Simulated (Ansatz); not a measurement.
## BN (F-43m): G0W0 and the starting functional

```
CELL_PARAMETERS angstrom
0.00000 1.74665 1.74665
1.74665 0.00000 1.74665
1.74665 1.74665 0.00000
ATOMIC_POSITIONS crystal
B 0.00000 0.00000 0.00000
N 0.25000 0.25000 0.25000
```

Held fixed (Ansatz):

```yaml
datasets: hand-made PAW set at its accurate level
k_mesh: 4×4×4
empty_bands: 69
response_cutoff: 200 eV
frequencies: contour deformation
q_→_0_term: analytic weight of Carrier, Rohra and Görling
band_sums: cut at the band count
```

The gap is read from Γ to k = (0, -0.5, -0.5), linearised, between the Kohn-Sham band edges among the points solved. ε∞ is the electronic dielectric constant on this mesh. Wave cutoffs: 900, 900 eV in the order of the table.

| orbitals | KS gap (eV) | G0W0 gap (eV) | ε∞ |
| --- | --- | --- | --- |
| PBE | 4.55 | 6.22 | 4.9 |
| r²SCAN | 5.10 | ? | ? |

Question: Fill in the row for r²SCAN.

Answer: G0W0 gap 6.42 eV, ε∞ 4.6.

The cell is a model at fixed atoms and needn't be the relaxed known crystal. The PAW or pseudopotential files were made with PBE. Points k are given in fractions of the reciprocal vectors. The mesh is coarse, so these are values at the stated settings, not converged ones. Band sums or response are cut, so the gap isn't at its basis limit. The gap is read on the mesh, and the crystal's band edges can lie off it. With r²SCAN or HSE06 the Kohn-Sham levels are generalised ones. Meshes this coarse can overestimate the dielectric constant by a tenth and more.
